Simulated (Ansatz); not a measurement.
## A strain series on BaS (zincblende): epitaxial in the plane normal to [111]

Zincblende BaS, relaxed with r2SCAN in Ansatz 0.2.0, then strained (epitaxial in the plane normal to [111]; changes of length per length, axes as in the cell below) with the atoms relaxed again within the symmetry that is left. Space group F-43m (No. 216), cubic; conventional cell a = 7.039 Å, 43.59 Å³ an atom. Around Ba lie 4 S at 3.05 Å; around S lie 4 Ba at 3.05 Å. No spin polarisation and no zero-point or thermal motion; the cell was built from a prototype and may be hypothetical.

```yaml
crystal:
  lattice:
    - [0.00000, 3.51941, 3.51941]
    - [3.51941, 0.00000, 3.51941]
    - [3.51941, 3.51941, 0.00000]
  atoms:
    - { symbol: Ba, position: [0.00000, 0.00000, 0.00000] }
    - { symbol: S, position: [0.25000, 0.25000, 0.25000] }
```

Gaps are the least over each mesh (PBE 6×6×6, r2SCAN 6×6×6, HSE06 4×4×4 when unstrained) and the special points, which keep their unstrained names; stress is the change from the unstrained cell, compression positive.

```
strain (%)  free normal strain (%)  gap, PBE (eV)  gap, r2SCAN (eV)  gap, HSE06 (eV)  edges, HSE06  in-plane stress, r2SCAN (GPa)  energy rise, r2SCAN (meV/atom)
     -4.07                   +4.48          2.764             3.089            3.664         X → Γ                          +1.48                            15.5
      -0.5                   +0.66          2.751             3.073            3.646         W → Γ                          +0.15                             0.2
       0.0                    0.00          2.747             3.068            3.641         W → Γ                           0.00                             0.0
     +5.64                   -9.02          2.649             2.992            3.538         W → Γ                          -1.59                            25.8
     +5.76                   -9.27          2.646             2.991            3.535         W → Γ                          -1.62                            26.8
```

With HSE06 the edges change from X → Γ (indirect) to W → Γ (indirect) between -4.07 and -0.5 %. With r2SCAN the edges change from X → Γ (indirect) to W → Γ (indirect) between -4.07 and -0.5 %. With PBE the edges change from X → Γ (indirect) to W → Γ (indirect) between -4.07 and -0.5 %.

The runs are scalar-relativistic, without spin-orbit coupling.

The meshes of the hybrids are coarse, so their gaps aren't converged to the digits shown.
